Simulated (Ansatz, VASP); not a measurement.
# One calculation of MgI2, two programs

```
Mg I
1.0
     4.20720    0.00000   -0.46279
    -2.10360    3.64354    0.23140
    -0.85929    0.00000    7.70783
Mg I
1 2
Direct
  0.00000 0.00000 0.00000
  0.24723 0.66858 0.78025
  0.75277 0.33142 0.21975
```

Change from the starting cell: engineering shear strain xz -0.2200, normal strain along z -0.0133.

Alike in both runs: functional PBE; k mesh 6 × 6 × 4; occupations gaussian, width 0.05 eV; no spin polarisation.

Ansatz relaxed the structure, and its values are those at the end. VASP's run is a single point on that final structure, the one shown.

|  | VASP | Ansatz |
| --- | --- | --- |
| version | VASP 6.6.1 | Ansatz 0.2.0 |
| potentials or method | VASP PAW PBE potentials, release 64 (Mg, I) | scalar-relativistic, plane waves, PAW |
| plane-wave cutoff (eV) | 520 | 520 |
| valence electrons in the cell | 16 | 44 |

```csv
,VASP,Ansatz,Ansatz less VASP
gap on the k mesh at the Fermi level (eV),3.48,3.49,+0.017
least direct gap on the mesh (eV),3.68,3.69,+0.015
pressure (GPa),0.0,0.1,+0.05
rms of the force components (eV/Å),0.005,0.002,-0.0031
```

The two sets of potentials don't hold the same shells in valence. Ansatz warned: «stress_scf_threshold_loose».

Caveats: spin-orbit coupling is left out, which moves the levels of the heavy elements. A k mesh can miss the band edges.
